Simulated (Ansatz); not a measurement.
What a change of settings does to a run on Y

The cell is COD entry 1534898, as deposited and not checked against the literature; nothing was relaxed. The listed cell was then made from it by scaling, straining or moving an atom.

First run: DFT, PBE, all-electron LAPW, scalar-relativistic (Ansatz 0.2.0).

Command: `ansatz run input.yaml --threads 1 --pin off --max-ram 2048MiB --backend cpu --events-out ev --progress --plain --runs-dir out` The run took 23 s on 1 thread of Arm Neoverse V1, with other jobs on the host, peak memory 0.38 GiB.

```yaml
crystal:
  lattice:
    - [0.0186375, 2.485, 2.485]
    - [2.485, 0.0186375, 2.485]
    - [2.5036375, 2.5036375, 0.0]
  atoms:
    - { symbol: "Y", position: [0.0, 0.0, 0.0] }
kpoints:
  mp_grid: { grid: [13, 13, 13] }
scf:
  occupations: { method: fermi_dirac, width: 0.05 }
hamiltonian:
  xc: pbe
  pseudopotentials: { kind: all_electron, lapw: { basis_error: 0.001 } }
output:
  forces: true
  stress: true
  eigenvalues: true
```

Result: converged; pressure 2.41 GPa; 7 SCF iterations.

The input is then changed:

```diff
@@ -7,10 +7,11 @@
     - { symbol: "Y", position: [0.0, 0.0, 0.0] }
 kpoints:
-  mp_grid: { grid: [13, 13, 13] }
+  mp_grid: { grid: [4, 4, 4] }
 scf:
-  occupations: { method: fermi_dirac, width: 0.05 }
+  occupations: { method: gaussian, width: 0.025 }
 hamiltonian:
   xc: pbe
   pseudopotentials: { kind: all_electron, lapw: { basis_error: 0.001 } }
+  hubbard: { sites: [{ species: "Y", l: d, u_eff: 2.0 }], double_counting: amf }
 output:
   forces: true
```

Task: Predict the outcome of the changed run.

Result: It converged; pressure 2.79 GPa; 6 SCF iterations. Some of these settings are too coarse for converged properties.
